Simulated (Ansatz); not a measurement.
**Al: from a first guess to the relaxed diamond type**

First guess:

```yaml
crystal:
  lattice:
    - [0.00000, 3.05449, 3.05449]
    - [3.05449, 0.00000, 3.05449]
    - [3.05449, 3.05449, 0.00000]
  atoms:
    - { symbol: Al, position: [0.00000, 0.00000, 0.00000] }
    - { symbol: Al, position: [0.25000, 0.25000, 0.25000] }
```

Computed with DFT, PBE, PAW with Ansatz's default frozen-core files, scalar-relativistic (Ansatz 0.2.0).

Cell and atoms relax within the symmetry of the start on a 9×9×9 k mesh with 0.08 eV Fermi–Dirac smearing.

The start is built from a prototype, known or not as a phase of this compound; the cutoff is 420 eV.

Problem. What is the pressure of the first guess?

Solution. -1.08 GPa.

Problem. What does it relax to?

Solution. a = 6.047 Å, b = 6.047 Å, c = 6.047 Å, α = 90.00°, β = 90.00°, γ = 90.00° (conventional cell), 27.64 Å³ per atom:
```xyz
2
Lattice="0.0000 3.0233 3.0233 3.0233 0.0000 3.0233 3.0233 3.0233 0.0000" Properties=species:S:1:pos:R:3 pbc="T T T"
Al    0.0000    0.0000    0.0000
Al    1.5117    1.5117    1.5117
```

Problem. How much energy does the relaxation release?

Solution. 3 meV/atom.
